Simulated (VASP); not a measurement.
# Settings for ZnS: self-consistent run

ZnS, P1 (no. 1), 4 atoms in the cell. PBE; PAW potentials Zn, S (PBE set). VASP 6.6.1. The atoms are moved at random off their ideal places.

Wanted: energy within 1 meV/atom; forces within 0.005 eV/Å; pressure within 0.1 GPa.

POSCAR:
```
ZnS
1.0
    3.8110000000      0.0000000000      0.0000000000
   -1.9055000000      3.3004228138      0.0000000000
    0.0000000000      0.0000000000      6.2340000000
Zn S
2 2
Direct
    0.6674380000      0.3422300000      0.4978720000
    0.3292070000      0.6648810000      0.0019740000
    0.6681340000      0.3351470000      0.8874040000
    0.3399020000      0.6725520000      0.3863000000
```

## One numerical tag moved

| One numerical tag moved | Energy less reference (meV/atom) | Forces, largest deviation (eV/Å) | Pressure (GPa) | SCF iterations | Time (s) |
|---|---|---|---|---|---|
| default | 0.0 | 0.0000 | 2.58 | 15 | 112 |
| LDIAG = F | 0.0 | 0.0001 | 2.59 | 17 | 123 |
| NDAV = 8 | 0.0 | 0.0000 | 2.58 | 15 | 96 |
| EBREAK = 1e-10 | 0.0 | 0.0000 | 2.58 | 15 | 96 |
| LASYNC = T | 0.0 | 0.0000 | 2.58 | 15 | 96 |
| LMAXPAW = 0 | 0.1 | 0.0025 | 2.59 | 15 | 96 |
| DEPER = 0.6 | 0.0 | 0.0001 | 2.59 | 17 | 107 |
| DEPER = 0.05 | 0.0 | 0.0001 | 2.59 | 16 | 135 |
| NDAV = 2 | 0.0 | 0.0000 | 2.58 | 15 | 103 |

Chosen: default; no other choice that stays within half of the tolerance saves 30 % of the time.

## The input

INCAR:
```
SYSTEM = ZnS
PREC = Accurate ; ENCUT = 520
EDIFF = 1E-7 ; ISMEAR = 0
SIGMA = 0.02 ; LREAL = .False.
LASPH = .True. ; ALGO = Normal
NELM = 100 ; ISIF = 2
LWAVE = .False. ; LCHARG = .False.
```

KPOINTS:
```
k-points
0
Gamma
  7 7 4
```

Commands:
```
cat potpaw_PBE.64/Zn/POTCAR potpaw_PBE.64/S/POTCAR > POTCAR
mpirun -np 1 vasp_std > vasp.out
```

The chosen input took VASP 6.6.1 112 s on 1 core (Intel Xeon Platinum 8375C @ 2.90GHz (Ice Lake)), a shared host.

## An input that fails: LMAXPAW = -1 without LASPH

It runs to its end, but against the unchanged starting input it is off by 2.0 meV/atom in the energy, 0.0013 eV/Å in the forces, 0.02 GPa in the pressure.

Changes against the starting input:
```
- LASPH = True
+ LASPH = False
+ LMAXPAW = -1
```
